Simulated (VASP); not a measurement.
**A VASP 6.6.1 single-point calculation on SrO**

INCAR

```
ISMEAR = -1
NELM = 120
EDIFF = 1E-7
IBRION = -1
ENCUT = 520
LCHARG = .FALSE.
NBANDS = 24
GGA = PE
LWAVE = .FALSE.
IVDW = 10
SIGMA = 0.02
NELECT = 31.9
BMIX = 3
NSW = 0
ISIF = 2
LREAL = .FALSE.
LASPH = .TRUE.
PREC = Accurate
```

KPOINTS

```
KPOINTS created by Atomic Simulation Environment
0
Gamma
12 12 4
0 0 0
```

POSCAR

```
Sr O
 1.0000000000000000
     3.5471277480423162    0.0000000000286281    0.0000000000000000
    -1.7735638740459507    3.0719027402590191    0.0000000000000000
     0.0000000000000000    0.0000000000000000    6.2083420350356864
 Sr  O
   2   2
Cartesian
 -0.0000000000165285  2.0479351601822224  1.5520855087589212
  1.7735638740128943  1.0239675801054251  4.6562565262767626
 -0.0000000000000000 -0.0000000000000000  0.0000000000000000
 -0.0000000000000000 -0.0000000000000000  3.1041710175178423
```

The recommended PBE PAW datasets give the neutral cell 32 valence electrons.

Command

```
mpirun -np 1 vasp_std
```

OSZICAR

```
N       E                     dE             d eps       ncg     rms          rms(c)
DAV:   1     0.169204062819E+03    0.16920E+03   -0.15559E+04  2736   0.122E+03
DAV:   2    -0.181507597527E+02   -0.18735E+03   -0.17622E+03  3872   0.283E+02
DAV:   3    -0.280160971529E+02   -0.98653E+01   -0.97879E+01  4200   0.573E+01
DAV:   4    -0.282533348544E+02   -0.23724E+00   -0.23714E+00  3736   0.702E+00
DAV:   5    -0.282548683732E+02   -0.15335E-02   -0.15335E-02  3744   0.677E-01    0.227E+01
DAV:   6    -0.250368404886E+02    0.32180E+01   -0.48174E+00  3032   0.125E+01    0.182E+01
DAV:   7    -0.241286554444E+02    0.90819E+00   -0.24926E+00  3392   0.907E+00    0.101E+01
DAV:   8    -0.239379484788E+02    0.19071E+00   -0.77151E-01  3432   0.531E+00    0.232E+00
DAV:   9    -0.239120786944E+02    0.25870E-01   -0.10361E-01  4016   0.187E+00    0.148E+00
DAV:  10    -0.239333168677E+02   -0.21238E-01   -0.13832E-01  4936   0.229E+00    0.101E+00
...
DAV:  16    -0.239397898229E+02   -0.49980E-04   -0.10221E-03  3488   0.160E-01    0.135E-01
DAV:  17    -0.239397896929E+02    0.13007E-06   -0.10078E-04  3272   0.630E-02    0.839E-02
DAV:  18    -0.239398038656E+02   -0.14173E-04   -0.27757E-05  3528   0.356E-02    0.660E-02
DAV:  19    -0.239398008128E+02    0.30528E-05   -0.14225E-05  3192   0.313E-02    0.138E-02
DAV:  20    -0.239397999389E+02    0.87395E-06   -0.23477E-06  4144   0.898E-03    0.880E-03
DAV:  21    -0.239397988798E+02    0.10591E-05   -0.44589E-07  2552   0.526E-03    0.514E-03
DAV:  22    -0.239397987426E+02    0.13722E-06   -0.29289E-07  2992   0.367E-03    0.489E-03
DAV:  23    -0.239397988981E+02   -0.15548E-06   -0.48100E-08  1888   0.166E-03    0.771E-04
DAV:  24    -0.239397989361E+02   -0.38054E-07   -0.17078E-08  1528   0.858E-04
   1 F= -.25344865E+02 E0= -.25344053E+02  d E =-.162520E-02
```

From OUTCAR

```
k-points           NKPTS =     57   k-points in BZ     NKDIM =     57   number of bands    NBANDS=     24

   NELECT =      31.9000    total number of electrons

   dimension x,y,z NGX =    28 NGY =   28 NGZ =   48
   dimension x,y,z NGXF=    56 NGYF=   56 NGZF=   96

  energy-cutoff  :      520.00
  volume of cell :       67.65
      direct lattice vectors                 reciprocal lattice vectors
     3.547127748  0.000000000  0.000000000     0.281918237  0.162765570  0.000000000
    -1.773563874  3.071902740  0.000000000    -0.000000000  0.325531140  0.000000000
     0.000000000  0.000000000  6.208342035     0.000000000  0.000000000  0.161073600

 k-points in reciprocal lattice and weights: KPOINTS created by Atomic Simulation Env
   0.00000000  0.00000000  0.00000000       0.002
   0.08333333  0.00000000  0.00000000       0.010
   0.16666667  0.00000000  0.00000000       0.010
   0.25000000  0.00000000  0.00000000       0.010
   0.33333333  0.00000000  0.00000000       0.010
   0.41666667  0.00000000  0.00000000       0.010
   0.50000000  0.00000000  0.00000000       0.005
   0.08333333  0.08333333  0.00000000       0.010
   ...

 E-fermi :   1.9513

 k-point     1 :       0.0000    0.0000    0.0000
  band No.  band energies     occupation
      1     -30.7098      2.00000
      2     -30.5998      2.00000
      3     -14.9038      2.00000
      4     -13.4001      2.00000
      5     -12.3792      2.00000
      6     -12.3792      2.00000
      7     -12.3457      2.00000
      8     -12.3266      2.00000
      9     -12.3266      2.00000
     10     -10.9100      2.00000
     11      -0.5552      2.00000
     12       1.1543      2.00000
     13       1.1543      2.00000
     14       1.3972      2.00000
     15       1.3972      2.00000
     16       2.1379      0.00018
     17       5.3892      0.00000
     18       7.2819      0.00000
     19       7.3921      0.00000
     20       8.4431      0.00000
     21       8.4431      0.00000
     22       9.6364      0.00000
     23       9.6364      0.00000
     24      10.4914      0.00000

 k-point     2 :       0.0833    0.0000    0.0000
  band No.  band energies     occupation
      1     -30.7004      2.00000
      2     -30.5940      2.00000
      3     -14.8498      2.00000
      4     -13.5647      2.00000
      5     -12.4468      2.00000
      6     -12.4060      2.00000
      7     -12.3460      2.00000
      8     -12.3297      2.00000
      9     -12.1917      2.00000
     10     -10.9775      2.00000
     11      -0.4588      2.00000
     12       1.0002      2.00000
     13       1.1911      2.00000
     14       1.3476      2.00000
     15       1.3670      2.00000
     16       2.0940      0.00159
     17       5.7032      0.00000
     18       6.8428      0.00000
     19       7.5390      0.00000
     20       8.6175      0.00000
     21       8.9950      0.00000
     22       9.7066      0.00000
     23       9.7545      0.00000
     24      10.3124      0.00000

 ...

  Total      -0.92638    -0.92638    -1.77035    -0.00000     0.00000     0.00000
  in kB     -21.94007   -21.94007   -41.92863    -0.00000     0.00000     0.00000
  external pressure =      -28.60 kB  Pullay stress =        0.00 kB

 POSITION                                       TOTAL-FORCE (eV/Angst)
 -----------------------------------------------------------------------------------
     -0.00000      2.04794      1.55209        -0.000000      0.000000     -0.000000
      1.77356      1.02397      4.65626         0.000000     -0.000000     -0.000000
      0.00000      0.00000      0.00000        -0.000000      0.000000      0.000000
      0.00000      0.00000      3.10417        -0.000000      0.000000      0.000000
 -----------------------------------------------------------------------------------
    total drift:                                0.000000     -0.000000      0.000000

  FREE ENERGIE OF THE ION-ELECTRON SYSTEM (eV)
  ---------------------------------------------------
  free  energy   TOTEN  =       -25.3448652412 eV

  energy  without entropy=      -25.3432400369  energy(sigma->0) =      -25.34405264
```

It converged. Results: pressure -2.9 GPa.

The cell is charged and sits in a uniform background.

For comparison, a separate PBE run of the intended cell, on usual settings and not on those above, gives a gap of 3.06 eV on its mesh and a pressure of 2.5 GPa.

The run above took about 2.5 min on one core of a shared host (Intel Xeon Platinum 8488C) and held 0.23 GiB at most.
